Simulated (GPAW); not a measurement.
MgO2:

```
CELL_PARAMETERS angstrom
4.82861 0.00000 0.00000
0.00000 4.82861 0.00000
0.00000 0.00000 4.82861
ATOMIC_POSITIONS crystal
Mg 0.00000 0.00000 0.00000
Mg 0.50000 0.00000 0.50000
Mg 0.50000 0.50000 0.00000
Mg 0.00000 0.50000 0.50000
O 0.58942 0.91058 0.08942
O 0.91058 0.08942 0.58942
O 0.08942 0.58942 0.91058
O 0.41058 0.41058 0.41058
O 0.58942 0.58942 0.58942
O 0.91058 0.41058 0.08942
O 0.08942 0.91058 0.41058
O 0.41058 0.08942 0.91058
```

The cell is a database's computed one.

Base run:

* Program: GPAW 26.7.0
* Functional: LDA
* Potentials or basis: the program's PAW data sets (release 1.2.1) made for this functional
* Cutoff: 800 eV
* Basis: pw
* k mesh: 4 × 4 × 4
* Occupations: fermi-dirac, width 0.05 eV
* Spin: no spin polarisation

Its results: band gap on the k mesh 3.80 eV, indirect (least direct gap 4.00 eV); pressure -5.5 GPa; largest force 0.541 eV/Å.

Problem. The run is repeated on the same cell with these changes: functional from LDA to TPSS; potentials or basis from the program's PAW data sets (release 1.2.1) made for this functional to GPAW PAW data sets (gpaw-data 1.2.1). What comes out?

Solution. Band gap on the k mesh 4.24 eV, indirect (least direct gap 4.44 eV); pressure 4.5 GPa; largest force 0.199 eV/Å.

Caveats: the PAW data sets were made with another functional, which shifts forces and pressure a little (some runs).

Not every run made on this cell is shown here.
